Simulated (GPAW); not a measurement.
Sn:

```xyz
2
Lattice="4.4550 0.0000 0.0000 -3.3067 2.9854 0.0000 -0.5741 -1.4927 4.1580" Properties=species:S:1:pos:R:3 pbc="T T T"
Sn    0.0000    0.0000    0.0000
Sn    2.2275    0.0000    2.0790
```

| Quantity | Value |
| --- | --- |
| Program | GPAW 26.7.0 |
| Task | relaxation of cell and atoms |
| Functional | PBE |
| Dispersion | D3(BJ) |
| Potentials or basis | GPAW PAW data sets (gpaw-data 1.2.1) |
| Cutoff | 600 eV |
| Basis | pw |
| k mesh | 7 × 7 × 7 |
| Occupations | fermi-dirac, width 0.05 eV |
| Spin | no spin polarisation |

At the start: pressure -1.3 GPa; volume 27.65 Å³/atom.

Question: Where does the relaxation end?

Answer: Over 6 steps the energy falls by 3.0 meV/atom and the volume is 27.01 Å³/atom (-2.3 %); space group I4_1/amd (No. 141, to 0.05 Å).

Step by step:
```csv
step,energy change (eV),largest force (eV/Å),pressure (GPa),volume (Å³)
1,0.0000,0.0000,-1.26,55.30
2,-0.0019,0.0000,-1.03,55.04
3,-0.0057,0.0000,0.08,53.88
4,-0.0058,0.0000,0.04,53.92
5,-0.0059,0.0000,-0.06,54.03
6,-0.0060,0.0000,-0.06,54.03
```

Final structure:
```
CELL_PARAMETERS angstrom
4.41139 0.01514 0.00000
-3.26419 2.96743 0.00000
-0.57360 -1.49128 4.11189
ATOMIC_POSITIONS crystal
Sn 0.00000 0.00000 0.00000
Sn 0.75000 0.25000 0.50000
```

Caveat: later steps reuse the first step's grids; pairwise dispersion overbinds metals, which lowers pressure and volume.
